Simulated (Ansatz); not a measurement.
**From the elastic tensor of AlAs at 35 GPa (stress–strain coefficients) to moduli and sound speeds**

All numbers below come from DFT PBEsol, scalar-relativistic, plane waves, PAW (Ansatz 0.2.0). Cutoff 420 eV, 10×10×10 k-points (Γ-centred), fixed occupations. No spin polarisation.

Symmetry: F-43m, No. 216, cubic system. The conventional cell has a = 5.178 Å, b = 5.178 Å, c = 5.178 Å, α = 90.00°, β = 90.00°, γ = 90.00°. Around Al (site symmetry -43m) lie 4 As at 2.24 Å. Around As (site symmetry -43m) lie 4 Al at 2.24 Å.

Other phases may be more stable at this pressure. The bands were filled as in an insulator; under compression the gap may have closed between mesh points.

Relaxed-ion constants (GPa, on the Cartesian axes of the calculation):
```
214.0 189.3 189.3   0.0   0.0   0.0
189.3 214.0 189.3   0.0   0.0   0.0
189.3 189.3 214.0   0.0   0.0   0.0
  0.0   0.0   0.0  38.0   0.0   0.0
  0.0   0.0   0.0   0.0  38.0   0.0
  0.0   0.0   0.0   0.0   0.0  38.0
```

Density 4.876 g/cm³; 2 atoms in 34.71 Å³.

The values that follow are for a polycrystal of randomly turned grains, by Hill's mean where one number stands. In a crystal this anisotropic the Voigt and Reuss bounds lie far apart, so Hill's mean and the sound speeds and Debye temperature from it are rough.

With S = C⁻¹: B_V = (C11+C22+C33+2(C12+C13+C23))/9, G_V = (C11+C22+C33−C12−C13−C23+3(C44+C55+C66))/15, 1/B_R = S11+S22+S33+2(S12+S13+S23), 15/G_R = 4(S11+S22+S33−S12−S13−S23)+3(S44+S55+S66); Hill is their mean. Then v_l = √((B+4G/3)/ρ), v_t = √(G/ρ), v_m = [(2/v_t³+1/v_l³)/3]^(−1/3) and Θ = (ħ/k_B)·v_m·(6π²n/V)^(1/3) for n atoms in the volume V; E = 9BG/(3B+G), ν = (3B−2G)/(2(3B+G)) and A^U = 5G_V/G_R + B_V/B_R − 6.

| Quantity | Value |
| --- | --- |
| Bulk modulus, Voigt / Reuss / Hill | 197.5 / 197.5 / 197.5 GPa |
| Shear modulus, Voigt / Reuss / Hill | 27.7 / 20.7 / 24.2 GPa |
| Young's modulus | 70 GPa |
| Poisson ratio | 0.441 |
| Pugh ratio B/G | 8.16 |
| Universal anisotropy index | 1.69 |
| Longitudinal and transverse sound speeds | 6866 and 2228 m/s |
| Debye temperature from the mean sound speed | 292 K |

Cost: 1 run of about 1.4 core-minutes, on AMD EPYC 7R43 (Zen 3) (shared hosts).

At 35 GPa, zincblende AlAs strongly resists compression but yields easily to shear. The weakest response is the tetragonal shear governed by C11 − C12, where 214.0 and 189.3 GPa nearly cancel. It is softer than the shear governed by C44, so the crystal is stiffest under uniaxial load along the ⟨111⟩ bond directions and most compliant along the cube axes. Compression shortens and stiffens the bonds, whereas shear in this open tetrahedral network is resisted mainly by weaker bond-bending forces, which the compressive load further offsets.

The high Poisson and Pugh ratios reflect this shear softness and are not evidence of metallic bonding or ductility. Part of the excess of C12 over C44 also comes directly from the pressure. The lattice still satisfies the elastic stability conditions, which is compatible with AlAs being known to adopt a sixfold-coordinated NiAs-type structure well below this pressure: the zincblende form is then probably metastable at best. Stability against phonons of finite wavevector remains untested.
